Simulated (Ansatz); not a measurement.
Start from LaAlO3 in the cubic perovskite structure (space group Pm-3m, No. 221; a = 3.8124 Å).

The values are results of DFT with PBE, PAW potentials and a 420 eV plane-wave cutoff in Ansatz (an electronic-structure program), spin-orbit coupling left out, not measurements.

For the base:

```
Item                         Result
-------------  --------------------
Electron mass  0.50, 0.71 mₑ (at Γ)
```

Modification: the cell is scaled by 0.9777 in all directions; the atoms relax in the strained cell.

Q: Estimate the effect on the electron mass.

A: The electron mass (degenerate bands, along [100]) becomes 0.46, 0.65 mₑ (at Γ) (base: 0.50, 0.71 mₑ (at Γ)).

Q: Predict the new energy relative to the base.

A: The energy rises by 32 meV/atom.

Q: Estimate the effect on the mean gap deformation potential ΔEg/Δln V.

A: The mean gap deformation potential ΔEg/Δln V amounts to -1.9 eV.

Masses are band curvatures over ±0.01 Å⁻¹ around the edge. Whether these cells are dynamically stable was not tested. Many cubic perovskites are stable only at high temperature; tilts and polar distortions were not tested.
